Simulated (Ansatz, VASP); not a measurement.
# SiO2 in VASP and in Ansatz

```
Si O
1.0
     3.60474    0.00000    0.00000
     0.00000    4.46267    0.00000
     0.00000    0.00000    5.04645
Si O
2 4
Direct
  0.00000 0.50000 0.50000
  0.50000 0.00000 0.50000
  0.12635 0.38176 0.00000
  0.87365 0.61824 0.00000
  0.37365 0.88176 0.00000
  0.62635 0.11824 0.00000
```

Alike in both runs: task single point; functional PBE; k mesh 6 × 4 × 4; occupations gaussian, width 0.1 eV; no spin polarisation.

```csv
,VASP,Ansatz
version,VASP 6.6.1,Ansatz 0.2.0
potentials or method,"VASP PAW PBE potentials, release 64 (Si, O)","scalar-relativistic, plane waves, PAW"
plane-wave cutoff (eV),520,420
valence electrons in the cell,32,32
```

Ansatz gave:

| Item | Value |
| --- | --- |
| gap on the k mesh at the Fermi level (eV) | none |
| pressure (GPa) | -6.2 |
| largest component of the traceless stress (GPa) | 14.31 |
| rms of the force components (eV/Å) | 1.284 |

Estimate VASP's values.

gap on the k mesh at the Fermi level (eV): none; pressure (GPa): -5.8; largest component of the traceless stress (GPa): 14.85; rms of the force components (eV/Å): 1.117.

Atom by atom the forces differ by 0.168 eV/Å (rms over components). A gap of «none» marks a metal or a gap that the smearing closes. With one functional, cell and mesh, what is left measures potentials, basis and numerics.

Caveats: forces of over 1 eV/Å show positions far from the minimum, so gaps and moduli don't describe the material at rest.
